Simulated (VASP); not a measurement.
TiC under changes of volume

One of the cells (9.688 Å³/atom); the others are scaled copies at fixed shape and fractional positions:

```
Ti C
1.0
     0.00000    2.13183    2.13183
     2.13183    0.00000    2.13183
     2.13183    2.13183    0.00000
Ti C
1 1
Direct
  0.00000 0.00000 0.00000
  0.50000 0.50000 0.50000
```

The cell is a database's computed one.

```yaml
Program: VASP 6.6.1
Functional: LDA
Potentials_or_basis: VASP PAW LDA potentials, release 64 (Ti_sv, C)
Cutoff: 520 eV
k_mesh: 10 × 10 × 10
Occupations: fermi-dirac, width 0.05 eV
Spin: no spin polarisation
```

```csv
volume (Å³/atom),energy over the lowest point (meV/atom),pressure (GPa)
9.301,15.22,12.6
9.495,3.85,6.1
9.688,0.00,0.2
9.882,?,?
10.076,12.02,-10.0
```

What does the run at 9.882 Å³/atom give?

Energy over the lowest point 2.93 meV/atom; pressure -5.1 GPa.

Worked out: A Birch-Murnaghan fit of order 2 (a polynomial in V^(-2/3)) to the other rows has its minimum at 9.70 Å³/atom with B0 = V·E''(V) = 279 GPa. It gives 2.93 meV/atom at 9.882 Å³/atom, against the run's 2.93, and -dE/dV = -5.0 GPa, against -5.1.

Energies are extrapolated to zero smearing.
